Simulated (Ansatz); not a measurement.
# Sb in Ansatz: the effect of functional

The system is Sb.

```
Sb
1.0
     0.00000    2.38695    2.38695
     2.38695    0.00000    2.38695
     2.38695    2.38695    0.00000
Sb
1
Direct
  0.00000 0.00000 0.00000
```

This isn't the form of Sb at room conditions, which is rhombohedral.

The cell isn't the ideal one: volume scaled by 1.02.

Alike in all runs:

| Item | Value |
| --- | --- |
| Program | Ansatz 0.2.0 |
| Task | single point |
| Potentials or basis | Ansatz PAW |
| k mesh | 10 × 10 × 10 |
| Occupations | fermi-dirac, width 0.05 eV |
| Spin | no spin polarisation |

```tsv
functional	cutoff	pressure (GPa)
LDA	420 eV (not typed: the program's choice for these potentials)	-3.4
PBEsol	420 eV (not typed: the program's choice for these potentials)	-2.3
r2SCAN	500 eV (not typed: the program's choice for these potentials)	?
```

Q: What does the run with functional r2SCAN give?

A: Pressure -0.1 GPa.

Caveats: the PAW data sets come from PBE, with cores solved anew for the run's functional, which leaves a small shift of forces and pressure.
